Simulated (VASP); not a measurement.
Input of a VASP 6.6.1 run:

File INCAR:

```
SYSTEM = CdS
  PREC = Accurate
  ENCUT = 520
  EDIFF = 1E-7
  ISMEAR = 0
  SIGMA = 0.023
  LREAL = .False.
  LASPH = .True.
  NELM = 100
  ALGO = Normal
  ISIF = 2
  LWAVE = .False.
  LCHARG = .False.
  GGA = PE
  NBANDS = 16
```

The input KPOINTS:

```
regular mesh
0
Gamma
  8 8 8
  0 0 0
```

Contents of POSCAR:

```
CdS
1.0
    0.0000000000      2.9165000000      2.9165000000
    2.9165000000      0.0000000000      2.9165000000
    2.9165000000      2.9165000000      0.0000000000
Cd S
1 1
Direct
    0.0000000000      0.0000000000      0.0000000000
    0.7500000000      0.7500000000      0.7500000000
```

Potentials or basis: VASP PAW PBE potentials, release 64 (Cd, S).

Run with:

```console
$ cat potpaw_PBE.64/Cd/POTCAR potpaw_PBE.64/S/POTCAR > POTCAR
$ mpirun -np 1 vasp_std > vasp.out
```

(1) Predict the band gap on the k mesh.

(2) Estimate the pressure.

## Answers

(1) 1.15 eV, direct.

(2) 3.2 GPa.
